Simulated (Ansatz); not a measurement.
All-electron LAPW in Ansatz 0.2.0 under LDA, scalar-relativistic, energies extrapolated to zero smearing. Slabs are 1×1 cells cut from bulk crystals relaxed on PAW files, with atoms then relaxed, 16 to 20 Å of vacuum, a dipole correction, k spacings of 0.16 to 0.26 Å⁻¹ and smearing of 0.02 to 0.1 eV, without spin–orbit coupling; Cr, Mn, Fe, Co, Ni, Eu and Gd start ferromagnetic, the others run without spin. The bulk type named needn't be the stable one, and no reconstruction is allowed.

```json
{"slab": "fcc Pt (100), 5 layers", "area (Å²)": "7.59", "γ (J/m²)": "2.45", "Φ (eV)": "6.03", "Δd12 (%)": "-2.8"}
{"slab": "hcp Co (0001), 5 layers", "area (Å²)": "5.11", "γ (J/m²)": "2.78", "Φ (eV)": "5.41", "Δd12 (%)": "-2.5"}
{"slab": "fcc Pt (100), 4 layers", "area (Å²)": "7.58", "γ (J/m²)": "2.40", "Φ (eV)": "5.99", "Δd12 (%)": "-3.0"}
{"slab": "bcc W (111), 5 layers", "area (Å²)": "17.02", "γ (J/m²)": "3.94", "Φ (eV)": "4.19", "Δd12 (%)": "-22.1"}
{"slab": "hcp Ti (0001), 5 layers", "area (Å²)": "7.10", "γ (J/m²)": "2.23", "Φ (eV)": "4.67", "Δd12 (%)": "-6.6"}
{"slab": "fcc Ni (110), 5 layers", "area (Å²)": "8.29", "γ (J/m²)": "?", "Φ (eV)": "4.96", "Δd12 (%)": "-11.1"}
{"slab": "diamond C (100), 6 layers", "area (Å²)": "6.24", "γ (J/m²)": "9.27", "Φ (eV)": "7.42", "Δd12 (%)": "?"}
```

(1) Give the missing entry: row "fcc Ni (110), 5 layers", column "γ (J/m²)".

(2) What belongs in the row "diamond C (100), 6 layers", column "Δd12 (%)"?

## Answers

(1) 2.96.

(2) -12.7.
